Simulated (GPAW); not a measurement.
# TePb (Fm-3m): G0W0 with GPAW, start to end

Wanted: ground state, empty states, screening and self-energy for TePb (Fm-3m).

Calculated with GPAW 26.7.0; PBE and many-body steps on it, plane waves.

**Experimental background.**

- Gap 0.19 eV: direct gap at L; earlier experiment (Expt. column of Table 1); 4 K; bulk crystal (literature value) (quoted in “Electronic band structure of epitaxial PbTe (111) thin films observed by angle-resolved photoemission spectroscopy”, 2017, arxiv:1704.07516).

- Gap 0.32 eV: direct gap at L; earlier experiment (Expt. column of Table 1); 300 K; bulk crystal (literature value) (quoted in “Electronic band structure of epitaxial PbTe (111) thin films observed by angle-resolved photoemission spectroscopy”, 2017, arxiv:1704.07516).

- Gap 0.37 eV: thermally activated gap from Seebeck maximum; Seebeck coefficient maximum; bulk crystal (Bridgman-grown p-type crystal, maximum near 450-500 K) (“Site-Specific Contributions to the Band Inversion in a Topological Crystalline Insulator”, 2015, arxiv:1506.06328).

Most raw output is cut from this account.

## (1) The structure

The structure is cubic, space group Fm-3m (No. 225). Conventional cell: a = 6.462 Å, b = 6.462 Å, c = 6.462 Å, α = 90.00°, β = 90.00°, γ = 90.00°. Nearest to Te lie 6 Pb at 3.23 Å. Nearest to Pb lie 6 Te at 3.23 Å. Farther neighbours and most contacts between anions are not listed.

Structure file:

```cif
data_structure
_symmetry_space_group_name_H-M 'Fm-3m'
_symmetry_Int_Tables_number 225
_cell_length_a 6.4620
_cell_length_b 6.4620
_cell_length_c 6.4620
_cell_angle_alpha 90.000
_cell_angle_beta 90.000
_cell_angle_gamma 90.000
_cell_volume 269.84
loop_
_atom_site_label
_atom_site_type_symbol
_atom_site_symmetry_multiplicity
_atom_site_Wyckoff_symbol
_atom_site_fract_x
_atom_site_fract_y
_atom_site_fract_z
_atom_site_occupancy
Te1 Te 4 b 0.50000 0.00000 0.00000 1
Pb1 Pb 4 a 0.00000 0.00000 0.00000 1
```

The cell and positions come from the Crystallography Open Database and are kept as given unless a step says otherwise. Spin-orbit coupling is left out unless a step names it.

## (2) Ground state

This step: GPAW 26.7.0; DFT, PBE, plane waves, PAW.

The ground-state density comes first.

run.py reads:

```python
import json
import numpy as np
from gpaw.mpi import world
from ase import Atoms
from gpaw import GPAW, PW, FermiDirac

atoms = Atoms(['Te', 'Pb'],
    cell=[[0.0000000000, 3.2310000000, 3.2310000000],
      [3.2310000000, 0.0000000000, 3.2310000000],
      [3.2310000000, 3.2310000000, 0.0000000000]],
    scaled_positions=[[0.5000000000, 0.5000000000, 0.5000000000],
      [0.0000000000, 0.0000000000, 0.0000000000]],
    pbc=(True, True, True))
calc = GPAW(mode=PW(450),
    xc='PBE',
    kpts={'size': (6, 6, 6), 'gamma': True},
    occupations=FermiDirac(0.001),
    nbands=-7,
    convergence={'density': 1e-6, 'bands': -3},
    maxiter=100,
    txt='gs.txt')
atoms.calc = calc
res = {'energy': atoms.get_potential_energy()}
kpts = calc.get_ibz_k_points()
res['kpts'] = kpts
res['eigenvalues'] = [calc.get_eigenvalues(kpt=k) for k in range(len(kpts))]
res['n_electrons'] = calc.get_number_of_electrons()
calc.write('gs.gpw')

if world.rank == 0:
    with open('result.json', 'w') as f:
        json.dump(res, f, default=lambda x: x.tolist())
```

The run is started by

```sh
> mpirun -n 4 gpaw python run.py
```

Run time: 3.8 s. Hardware: 4 MPI ranks of AMD EPYC 9R45, shared host; peak memory 0.61 GiB; 14 s of CPU time.

Numbers from this step:

```
total energy               : -7.774 eV
gap                        : 0.6927 eV
k of the valence top       : 0.5, 0.5, 0.5
k of the conduction bottom : 0.5, 0.5, 0.5
least direct gap           : 0.6927 eV
```

The gap is direct, at (0.500, 0.500, 0.500).

## (3) Bands along the symmetry lines

The cheap functional maps the bands first; the places of the edges decide which points the dearer methods must see.

run.py reads:

```python
import json
import numpy as np
from gpaw.mpi import world
from gpaw import GPAW

path = [[0.000000, 0.000000, 0.000000],
    [0.062500, 0.000000, 0.062500],
    [0.125000, 0.000000, 0.125000],
    [0.187500, 0.000000, 0.187500],
    [0.250000, 0.000000, 0.250000],
    [0.312500, 0.000000, 0.312500],
    [0.375000, 0.000000, 0.375000],
    [0.437500, 0.000000, 0.437500],
    [0.500000, 0.000000, 0.500000],
    [0.515625, 0.031250, 0.515625],
    [0.531250, 0.062500, 0.531250],
    [0.546875, 0.093750, 0.546875],
    [0.562500, 0.125000, 0.562500],
    [0.578125, 0.156250, 0.578125],
    [0.593750, 0.187500, 0.593750],
    [0.609375, 0.218750, 0.609375],
    [0.625000, 0.250000, 0.625000],
    [0.375000, 0.375000, 0.750000],
    [0.328125, 0.328125, 0.656250],
    [0.281250, 0.281250, 0.562500],
    [0.234375, 0.234375, 0.468750],
    [0.187500, 0.187500, 0.375000],
    [0.140625, 0.140625, 0.281250],
    [0.093750, 0.093750, 0.187500],
    [0.046875, 0.046875, 0.093750],
    [0.000000, 0.000000, 0.000000],
    [0.062500, 0.062500, 0.062500],
    [0.125000, 0.125000, 0.125000],
    [0.187500, 0.187500, 0.187500],
    [0.250000, 0.250000, 0.250000],
    [0.312500, 0.312500, 0.312500],
    [0.375000, 0.375000, 0.375000],
    [0.437500, 0.437500, 0.437500],
    [0.500000, 0.500000, 0.500000],
    [0.500000, 0.468750, 0.531250],
    [0.500000, 0.437500, 0.562500],
    [0.500000, 0.406250, 0.593750],
    [0.500000, 0.375000, 0.625000],
    [0.500000, 0.343750, 0.656250],
    [0.500000, 0.312500, 0.687500],
    [0.500000, 0.281250, 0.718750],
    [0.500000, 0.250000, 0.750000],
    [0.500000, 0.218750, 0.718750],
    [0.500000, 0.187500, 0.687500],
    [0.500000, 0.156250, 0.656250],
    [0.500000, 0.125000, 0.625000],
    [0.500000, 0.093750, 0.593750],
    [0.500000, 0.062500, 0.562500],
    [0.500000, 0.031250, 0.531250],
    [0.500000, 0.000000, 0.500000]]
calc = GPAW('gs.gpw').fixed_density(kpts=path,
    symmetry='off',
    nbands=20,
    convergence={'bands': 16},
    txt='bands.txt')
res = {}
kpts = calc.get_ibz_k_points()
res['kpts'] = kpts
res['eigenvalues'] = [calc.get_eigenvalues(kpt=k) for k in range(len(kpts))]
res['n_electrons'] = calc.get_number_of_electrons()

if world.rank == 0:
    with open('result.json', 'w') as f:
        json.dump(res, f, default=lambda x: x.tolist())
```

The run is started by

```sh
> mpirun -n 4 gpaw python run.py
```

Run time: 5.2 s. Hardware: 4 MPI ranks; peak memory 0.72 GiB.

Numbers from this step:

```yaml
gap: 0.6927 eV
k_of_the_valence_top: 0.5, 0.5, 0.5
k_of_the_conduction_bottom: 0.5, 0.5, 0.5
least_direct_gap: 0.6927 eV
```

The gap is 0.693 eV, as in the run before at this level.

The electronic bands at the labelled points (eV, zero at the top of the highest filled band):

| point | band 7 | band 8 | band 9 | band 10 | band 11 | band 12 | band 13 | band 14 |
| --- | --- | --- | --- | --- | --- | --- | --- | --- |
| Γ | -5.56 | -1.39 | -1.39 | -1.39 | 4.02 | 4.02 | 4.02 | 5.79 |
| halfway | -6.82 | -2.20 | -2.20 | -1.43 | 2.55 | 4.04 | 4.45 | 4.45 |
| X | -7.25 | -4.54 | -2.84 | -2.84 | 3.27 | 5.42 | 5.42 | 6.66 |
| halfway | -7.48 | -4.44 | -2.72 | -2.63 | 3.58 | 4.86 | 5.00 | 6.45 |
| U | -7.93 | -4.16 | -2.34 | -2.11 | 3.54 | 3.73 | 5.10 | 5.90 |
| jump to K | -7.93 | -4.16 | -2.34 | -2.11 | 3.54 | 3.73 | 5.10 | 5.90 |
| halfway | -7.28 | -2.51 | -0.80 | -0.15 | 1.29 | 1.59 | 4.20 | 6.09 |
| Γ | -5.56 | -1.39 | -1.39 | -1.39 | 4.02 | 4.02 | 4.02 | 5.79 |
| halfway | -6.99 | -1.23 | -1.23 | -0.68 | 2.09 | 2.40 | 2.40 | 5.94 |
| L | -8.55 | -0.93 | -0.93 | 0.00 | 0.69 | 1.22 | 1.22 | 8.36 |
| halfway | -8.29 | -2.81 | -2.60 | -0.49 | 1.28 | 3.52 | 3.98 | 6.82 |
| W | -7.94 | -3.83 | -3.83 | -0.39 | 1.62 | 5.19 | 5.19 | 6.81 |
| halfway | -7.62 | -4.35 | -3.18 | -1.89 | 3.62 | 3.89 | 5.74 | 6.24 |
| X | -7.25 | -4.54 | -2.84 | -2.84 | 3.27 | 5.42 | 5.42 | 6.66 |

## (4) Empty states on the mesh, 4×4×4 mesh, 805 bands

The sums over transitions need many empty states on a uniform mesh; this step solves for them.

run.py reads:

```python
import json
import numpy as np
from gpaw.mpi import world
from gpaw import GPAW

calc = GPAW('gs.gpw').fixed_density(kpts={'size': (4, 4, 4), 'gamma': True},
    parallel={'domain': 1, 'band': 1},
    txt='nscf.txt')
calc.diagonalize_full_hamiltonian(nbands=805)
calc.write('full.gpw', mode='all')
res = {}
kpts = calc.get_ibz_k_points()
res['kpts'] = kpts
res['eigenvalues'] = [calc.get_eigenvalues(kpt=k) for k in range(len(kpts))]
res['n_electrons'] = calc.get_number_of_electrons()

if world.rank == 0:
    with open('result.json', 'w') as f:
        json.dump(res, f, default=lambda x: x.tolist())
```

The run is started by

```sh
> mpirun -n 4 gpaw python run.py
```

Wall time 6.6 s (4 MPI ranks); peak memory 1.5 GiB.

This step gave:

- gap: 0.6927 eV
- k of the valence top: 0.5, 0.5, 0.5
- k of the conduction bottom: 0.5, 0.5, 0.5
- least direct gap: 0.6927 eV
- k points computed: 8
- lowest point of the top converged band, above the valence top: 285.6943 eV

On this mesh the gap is 0.693 eV.

## (5) Screening and self-energy, 4×4×4 mesh, 369 bands, screening to 180 eV

Now the one-shot GW correction: screening in the RPA, then the self-energy of the levels asked for.

This step: G0W0 on PBE, plane waves, PAW.

run.py reads:

```python
import json
import numpy as np
from gpaw.mpi import world
from gpaw.response.g0w0 import G0W0

gw = G0W0('full.gpw',
    filename='gw',
    kpts=[0, 7],
    bands=(8, 12),
    ecut=180,
    nbands=369,
    integrate_gamma='WS',
    ppa=True)
gw.calculate()
res = {mode: {k: v for k, v in r.items() if k != 'sigma_eskwn'}
       for mode, r in gw.all_results.items()}

if world.rank == 0:
    with open('result.json', 'w') as f:
        json.dump(res, f, default=lambda x: x.tolist())
```

The run is started by

```sh
> mpirun -n 4 gpaw python run.py
```

The job ended after 2.5 min (4 MPI ranks; peak memory 1.7 GiB; 10 min of CPU time).

This step gave:

```yaml
g0w0_gap_on_the_points_computed: 0.8585 eV
least_direct_g0w0_gap_on_the_computed_points: 0.8585 eV
z_at_the_valence_top: 0.7882
z_at_the_conduction_bottom: 0.7971
starting_gap_on_the_mesh: 0.6927 eV
k_of_the_valence_top: 0.5, 0.5, 0.5
k_of_the_conduction_bottom: 0.5, 0.5, 0.5
```

The gap on the mesh goes from 0.69 eV to 0.86 eV, a correction of +0.17 eV.

Limits: finite bands, cutoff and mesh; model gap, bands may invert with spin-orbit coupling; no spin-orbit coupling; coarse k mesh. v1 is the top filled band, c1 the lowest empty one. Levels before and after the correction, in eV, zero at the valence-band top of each column:

|  | conduction bottom | valence top |
| --- | --- | --- |
| Kohn-Sham | 0.69 | 0.00 |
| G0W0 | 0.86 | 0.00 |

|  | level | energy (eV) |
| --- | --- | --- |
| Kohn-Sham | (0.5 0.5 0.5) v2 | -0.928 |
| Kohn-Sham | (0.5 0.5 0.5) v1 | 0.000 |
| Kohn-Sham | (0.5 0.5 0.5) c1 | 0.693 |
| Kohn-Sham | (0.5 0.5 0.5) c2 | 1.217 |
| G0W0 | (0.5 0.5 0.5) v2 | -1.080 |
| G0W0 | (0.5 0.5 0.5) v1 | 0.000 |
| G0W0 | (0.5 0.5 0.5) c1 | 0.858 |
| G0W0 | (0.5 0.5 0.5) c2 | 1.373 |

## (6) Where the time went

Times are wall times on 4 MPI ranks of AMD EPYC 9R45, shared host, good to a factor of about two.

| step | time | share | memory (GiB) |
| --- | --- | --- | --- |
| ground state | 3.8 s | 2 % | 0.61 |
| bands along the symmetry lines | 5.2 s | 3 % | 0.72 |
| empty states on the mesh | 6.6 s | 4 % | 1.5 |
| screening and self-energy | 2.5 min | 91 % | 1.7 |

## (7) What came out

- PBE gap: 0.69 eV, direct
- G0W0 gap on the mesh: 0.86 eV
- GW settings: 4×4×4 mesh, 369 bands, screening to 180 eV, Godby-Needs plasmon pole
- known limits: not at the basis limit; model gap, bands may invert with spin-orbit coupling; no spin-orbit coupling; coarse k mesh

What this shows: G0W0 moves the gap on the mesh from 0.69 eV to 0.86 eV (+0.17 eV), with Z of 0.79 and 0.80 at the edges. Only 2 of the mesh's irreducible points were corrected, so a valley elsewhere could overtake. The dearest step here is «screening and self-energy». Against experiment, by G0W0@PBE: the direct gap of 0.86 eV lies +0.67 eV from the measured 0.19 eV (direct, 4 K, quoted 2017); the direct gap of 0.86 eV lies +0.54 eV from the measured 0.32 eV (direct, 300 K, quoted 2017); the gap of 0.86 eV lies +0.49 eV from the measured 0.37 eV (transport, 2015). An exciton line or allowed optical edge lies below the quasiparticle gap by the binding energy; a forbidden edge can push the onset above it. The calculation has static nuclei and no excitons; a measured gap holds zero-point and thermal motion, which in such lone-pair compounds can raise it as well as lower it. With atoms this heavy the missing spin-orbit coupling can matter too. Bands and cutoff are finite, so the gap is not at the basis limit. The miss can reach some tenths of an eV and take either sign; the mesh is an error of its own. These stock PAW sets were not made for GW; the filled d or f shell of Te lies in the frozen core, which bears on start and correction. In the G0W0 run levels were corrected at 2 k points alone, so a gap called «on the mesh» is the least over those, and an edge elsewhere would be missed. The 4×4×4 mesh is coarse for this cell, which bears on the long-range parts of exchange and screening. Where an edge is built on 6p states of lead, bismuth or thallium, scalar-relativistic gaps usually stand too wide, by a few tenths to over one eV. With atoms this heavy and so narrow a gap, spin-orbit coupling can invert the bands. These scalar-relativistic gaps are then model values, not to be set against experiment, and a spin-orbit change taken from DFT can't simply be added.

[Paths, hosts, dates, memory and timing lines, banners, echoed tables and standing remarks are left out of the program output.]

[Logs are printed without paths, hosts, clocks, repeated set-up lines and the standing remarks that a program may print on its own settings, such as how far it seeks lower states.]

[Runs of the session that timed out or met a known fault of the program may be left out.]

[Hosts, paths, dates, database ids (printed as entryN), source tags and the programs' standing remarks are cut or masked in the printed files.]
